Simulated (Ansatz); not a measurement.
# RbBr: optical spectrum from first principles, part 2 of 2

Aim: the dielectric function of RbBr, and the optical constants that follow from it. The cell comes from an older database entry, whose edges can differ from later determinations, mostly by under a per cent.

Ansatz 0.2.0; DFT, PBE, plane-wave PAW, default files, scalar-relativistic, independent-particle optical response without local fields.

So far. Step 2 (Ground state and bands): There is a gap, 4.36 eV on the path, so no carriers' term is needed. The cell is left with a pressure of 1.0 GPa, as it stands unrelaxed at this level.

The database entry behind the starting cell differs from later determinations by our own check (about 0.5 % short), so it need not match the best structure at ambient conditions.

### 3. Spectrum (continued)

From ε follow the optical constants at some laser and lamp lines:

```tsv
wavelength (nm)	n	k	R (%)	1/α
800	1.70	0.000	6.7	over 1 mm
633	1.71	0.000	6.9	over 1 mm
532	1.72	0.000	7.1	over 1 mm
450	1.75	0.000	7.4	over 1 mm
405	1.77	0.000	7.7	over 1 mm
365	1.79	0.000	8.1	over 1 mm
248	2.01	0.153	11.5	129 nm
```

Rows near the edge hang on the gap, which this functional as a rule makes too small, and phonon-assisted absorption is left out.

A film 1 µm thick would pass 87 % of daylight and look colourless in transmission (x = 0.313, y = 0.330).

The f-sum over the summed bands holds 15.0 of the cell's 16 electrons outside the frozen cores, 4 of which lie in bands more than 12 eV below the Fermi level, whose transitions come at higher energies. Up to 20 eV the strength has a mean oscillator energy of 10.8 eV, well above the main peak, so higher transitions carry much of it.

### 4. Static response with local fields

A static field by perturbation theory: the induced potential is included, and the Born charges come with it.

This step: DFT, PBE, plane-wave PAW, default files, scalar-relativistic, static field response by perturbation theory with local fields (Ansatz 0.2.0).

The input, input.yaml:

```yaml
crystal:
  lattice:
    - [0.0, 3.427, 3.427]
    - [3.427, 0.0, 3.427]
    - [3.427, 3.427, 0.0]
  atoms:
    - { symbol: Rb, position: [0.0, 0.0, 0.0] }
    - { symbol: Br, position: [0.5, 0.5, 0.5] }
kpoints:
  mp_grid: { grid: [6, 6, 6] }
scf:
  occupations: { method: fixed }
hamiltonian:
  xc: pbe
  pseudopotentials: { kind: paw }
dielectric: {}
```

The run is started by

```console
ansatz run input.yaml --threads 2 --pin off --max-ram 5120MiB --backend cpu --events-out ev --progress --plain --runs-dir out
```

Numbers of over 12 decimals in the logs are rounded to 6 here.

Log:

```text
[...]
Crystal: 2 atoms, lattice volume = 80.496 Å³
Basis set: ecut = 420 eV, 1591 PW (Γ), exchange–correlation on 72×72×72 points (8 copies of the dense FFT grid, shifted against one another)
Bands: 12, of which v1, the nominal top of the filled ones, is band 8 counted from 1 (7 counted from 0)
Symmetry: 48 space group operations
k-points: 30 of 216 (irreducible under 8 space group operations, time reversal used)
[...]
SCF iter   1: F=—  HF=-6054.053118 eV  |F-HF|=—  |Δ(HF+E_count)|=         —  Δρ=2.28e-4  dr2=6.35e-5  ethr=1.77e-3  ⟨swp⟩=6.1  Hψ=2082  notcnv=0  defer=56
[...]
SCF iter   6: F=-6054.053341 eV  HF=-6054.053341 eV  |F-HF|=3.37e-11  |Δ(HF+E_count)|=   2.85e-9  Δρ=1.33e-7  dr2=2.16e-11  ethr=1.00e-12  ⟨swp⟩=7.0  Hψ=1736  notcnv=0
SCF 1 converged in 6 iterations: F = -6054.053341 eV  dr2 = 2.16e-11
[...]
DFPT response loops at Γ: preconditioner auto → none (the input reference at scf.mixing.eps_inf says where Resta's filter doesn't serve); β = 0.50; Broyden in place of MSR1
SCF converged after 6 iterations
Free energy (F): -6054.053341 eV
[...]
Internal energy: -6054.053341 eV  (E = F + TS)
E sigma→0 (E₀):  -6054.053341 eV
Fermi energy:    1.219743 eV
[...]
--- Band table (eV; the first three rows and the last of 30) ---
  k-point 0: bands = [... 4 lower, -7.2697, 1.2197, 1.2197, 1.2197, 5.5846, 8.5027, 8.5027, 8.5027]
  k-point 1: bands = [... 4 lower, -7.2576, 0.9163, 1.1253, 1.1253, 6.2248, 8.3687, 8.8302, 8.8302]
  k-point 2: bands = [... 4 lower, -7.2337, 0.4351, 0.9488, 0.9488, 7.4724, 8.5253, 9.7427, 9.7427]
  k-point 29: bands = [... 4 lower, -7.2739, 0.8042, 0.8080, 0.9575, 7.5319, 9.0908, 9.2050, 10.1665]
--- Dielectric response (ions clamped): 1 representative field direction + reference, on 30 of 216 k-points (Σ response iterations 7) ---
  k mesh reduced under 8 symmetry operations, with k and −k counted as one. Each operation leaves every solved perturbation unchanged. A smaller set is not considered because the run solves the response to a homogeneous field
  ε∞ (high-frequency dielectric tensor):
        2.547029     0.000000     0.000000
        0.000000     2.547029    -0.000000
        0.000000     0.000000     2.547029
  Born effective charges Z* (e; rows j = field, columns β = displacement):
    site 0:
         1.15612    0.00000   -0.00000
        -0.00000    1.15612   -0.00000
        -0.00000   -0.00000    1.15612
    site 1:
        -1.15612   -0.00000    0.00000
         0.00000   -1.15612    0.00000
         0.00000    0.00000   -1.15612
  Z* charge neutrality: 4.208e-5 e pre-enforcement
  k-mesh period / interband length: 29.1 Å / 1.38 Å = 21.06 at k = (0.0000, 0.0000, 0.0000), direct gap 4.365 eV — 14 or more, which is no proof of convergence
```

Elapsed: 4.8 s, on 2 threads of Arm Neoverse V2, shared host; peak memory 0.39 GiB.

This step gave:

```
electronic dielectric constant ε∞, mean over x, y and z (by symmetry where fewer were run) : 2.547
```

ε∞ with local fields:

```
2.55 0.00 0.00
0.00 2.55 0.00
0.00 0.00 2.55
```

Diagonal elements. Born, by row:

```tsv
atom	Z*xx (e)	Z*yy (e)	Z*zz (e)
Rb1	1.156	1.156	1.156
Br2	-1.156	-1.156	-1.156
```

Mean Born charges are Rb +1.16 and Br -1.16, against formal valences of +1 and -1. The largest lies a little above its ionic value.

### 5. Results

- gap on the path: 4.36 eV
- least direct gap on the path: 4.36 eV
- electronic dielectric constant ε∞, mean over x, y and z (by symmetry where fewer were run) (independent particles): 2.82
- absorption onset, first axis (α over 10⁴ cm⁻¹, or the direct gap if that lies higher): 4.36 eV
- main peak of Im epsilon, first axis: 7.19 eV
- electronic dielectric constant ε∞, mean over x, y and z (by symmetry where fewer were run) (static response with local fields): 2.55

At this level (PBE, independent particles) RbBr has ε∞ = 2.82 (2.55 with local fields) and n = 1.68 at 1550 nm; absorption sets in near 4.4 eV, and Im ε peaks at 7.2 eV. The gap on the path is direct, 4.36 eV. Absorption passes 10⁴ cm⁻¹ from the direct gap on, 4.36 eV, in the ultraviolet, so the visible is passed. Distinct maxima of Im ε, read by a parabola through the highest points, lie at 7.19 eV (5.2), 9.20 eV (4.9), 14.46 eV (2.7) and 17.62 eV (2.7). The f-sum over the summed bands holds 15.0 of the cell's 16 electrons outside the frozen cores, 4 of which lie in bands more than 12 eV below the Fermi level, whose transitions come at higher energies. Up to 20 eV the strength has a mean oscillator energy of 10.8 eV, well above the main peak, so higher transitions carry much of it. A film 1 µm thick would pass 87 % of daylight and look colourless in transmission (x = 0.313, y = 0.330). With local fields and the functional's kernel the static response is 2.55 against 2.82 for independent particles (-10 %). In the base spectrum excitons and phonon-assisted transitions are missing, and so are local fields; PBE gaps are as a rule too small, which pulls the onset down and ε∞ up. In the base run ε includes the program's bounded estimate of what the bands above those summed add.

[Logs are printed without paths, hosts, clocks, repeated set-up lines and the standing remarks that a program may print on its own settings, such as how far it seeks lower states.]

[Hosts, paths, dates, database ids (printed as entryN), source tags and the programs' standing remarks are cut or masked in the printed files.]
